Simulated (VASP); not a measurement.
# Settings for Be: equation of state

Be, Im-3m (no. 229), 1 atom in the cell. RevPBE; PAW potentials Be_sv (PBE set). VASP 6.6.1.

Wanted: equilibrium volume within 0.5 %; bulk modulus within 2.5 %.

What the run is for: choice of potentials; Accuracy asked: standard; Volumes (times the given one): 0.91, 0.94, 0.97, 1, 1.03, 1.06, 1.09.

## Potentials and cutoff

| Potentials and cutoff | Equilibrium volume (Å³/atom) | Bulk modulus (GPa) | Time (s) |
|---|---|---|---|
| Be_sv_GW, ENCUT 860 | 7.979 | 121 | 86 |
| Be_sv, ENCUT 500 | 8.019 | 121.3 | 25 |
| Be, ENCUT 450 | 7.991 | 119.7 | 28 |
| Be_GW, ENCUT 450 | 8.008 | 119.6 | 29 |

Chosen: Be_sv, ENCUT 500, the fastest of those that stay within the tolerance.

## All choices together

| Input | Equilibrium volume (Å³/atom) | Bulk modulus (GPa) | Time (s) |
|---|---|---|---|
| chosen settings | 8.019 | 121.3 | 25 |
| reference settings throughout | 7.979 | 121 | 86 |

The tolerance is met.

## The input

INCAR:
```
  GGA = RE
  ISMEAR = 1
  SIGMA = 0.1
  LWAVE = False
  LCHARG = False
  ISIF = 2
  NSW = 0
  ENCUT = 500
  PREC = Accurate
  LASPH = True
  LREAL = False
  ALGO = Normal
  EDIFF = 1E-7
  NELM = 120
  GGA_COMPAT = False
```

KPOINTS:
```
k-points
0
Gamma
  18 18 18
```

POSCAR.step1:
```
Be
1.0
   -1.2143394999      1.2143394999      1.2143394999
    1.2143394999     -1.2143394999      1.2143394999
    1.2143394999      1.2143394999     -1.2143394999
Be
1
Direct
    0.0000000000      0.0000000000      0.0000000000
```

POSCAR.step2:
```
Be
1.0
   -1.2275398764      1.2275398764      1.2275398764
    1.2275398764     -1.2275398764      1.2275398764
    1.2275398764      1.2275398764     -1.2275398764
Be
1
Direct
    0.0000000000      0.0000000000      0.0000000000
```

POSCAR.step3:
```
Be
1.0
   -1.2404622984      1.2404622984      1.2404622984
    1.2404622984     -1.2404622984      1.2404622984
    1.2404622984      1.2404622984     -1.2404622984
Be
1
Direct
    0.0000000000      0.0000000000      0.0000000000
```

POSCAR.step4:
```
Be
1.0
   -1.2531209513      1.2531209513      1.2531209513
    1.2531209513     -1.2531209513      1.2531209513
    1.2531209513      1.2531209513     -1.2531209513
Be
1
Direct
    0.0000000000      0.0000000000      0.0000000000
```

POSCAR.step5:
```
Be
1.0
   -1.2655288964      1.2655288964      1.2655288964
    1.2655288964     -1.2655288964      1.2655288964
    1.2655288964      1.2655288964     -1.2655288964
Be
1
Direct
    0.0000000000      0.0000000000      0.0000000000
```

POSCAR.step6:
```
Be
1.0
   -1.2776981900      1.2776981900      1.2776981900
    1.2776981900     -1.2776981900      1.2776981900
    1.2776981900      1.2776981900     -1.2776981900
Be
1
Direct
    0.0000000000      0.0000000000      0.0000000000
```

POSCAR.step7:
```
Be
1.0
   -1.2896399867      1.2896399867      1.2896399867
    1.2896399867     -1.2896399867      1.2896399867
    1.2896399867      1.2896399867     -1.2896399867
Be
1
Direct
    0.0000000000      0.0000000000      0.0000000000
```

Commands (each step's output is kept before the next begins):
```
cat potpaw_PBE.64/Be_sv/POTCAR > POTCAR
cp POSCAR.step1 POSCAR
mpirun -np 1 vasp_std > vasp.out
cp POSCAR.step2 POSCAR
mpirun -np 1 vasp_std > vasp.out
cp POSCAR.step3 POSCAR
mpirun -np 1 vasp_std > vasp.out
cp POSCAR.step4 POSCAR
mpirun -np 1 vasp_std > vasp.out
cp POSCAR.step5 POSCAR
mpirun -np 1 vasp_std > vasp.out
cp POSCAR.step6 POSCAR
mpirun -np 1 vasp_std > vasp.out
cp POSCAR.step7 POSCAR
mpirun -np 1 vasp_std > vasp.out
```

Limits: Total energies under different potentials can't be compared; the cell and the gap can.

The chosen input took VASP 6.6.1 25 s on 1 core (Intel Xeon Platinum 8488C (Sapphire Rapids)), a shared host.
